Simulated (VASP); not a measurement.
A run of VASP 6.6.1 is set up as follows.

File INCAR:

```
SYSTEM = WS2
  PREC = Accurate
  ENCUT = 520
  EDIFF = 1E-7
  ISMEAR = -1
  SIGMA = 0.05
  LREAL = .FALSE.
  LASPH = .TRUE.
  NELM = 60
  ALGO = Normal
  ISIF = 2
  LWAVE = .FALSE.
  LCHARG = .FALSE.
  GGA = PS
  NBANDS = 20
```

KPOINTS

```
regular mesh
0
G
  10 10 10
  0 0 0
```

The input POSCAR:

```
WS2
1.0
    1.5790000000      0.9116360751      6.1633333333
   -1.5790000000      0.9116360751      6.1633333333
    0.0000000000     -1.8232721501      6.1633333333
W S
1 2
Direct
    0.0000000000      0.0000000000      0.0000000000
    0.5810000000      0.5810000000      0.5810000000
    0.7503000000      0.7503000000      0.7503000000
```

Potentials or basis: VASP PAW PBE potentials, release 64 (W_sv, S).

Run with:

```sh
$ cat potpaw_PBE.64/W_sv/POTCAR potpaw_PBE.64/S/POTCAR > POTCAR
$ mpirun -np 1 vasp_std > vasp.out
```

Task: Estimate the band gap on the k mesh.

Result: 1.03 eV, indirect (least direct gap 2.24 eV).

Task: Estimate the pressure.

Result: -0.5 GPa.

Stress tensor (GPa, compression positive):
```
-0.87  0.00  0.00
 0.00 -0.87  0.00
 0.00  0.00  0.21
```

Caveat: the PAW data sets were made with another functional, which shifts forces and pressure a little; spin-orbit coupling is left out, which moves the levels of the heavy elements. A hybrid or GW would open this gap; PBEsol tends to underestimate it.
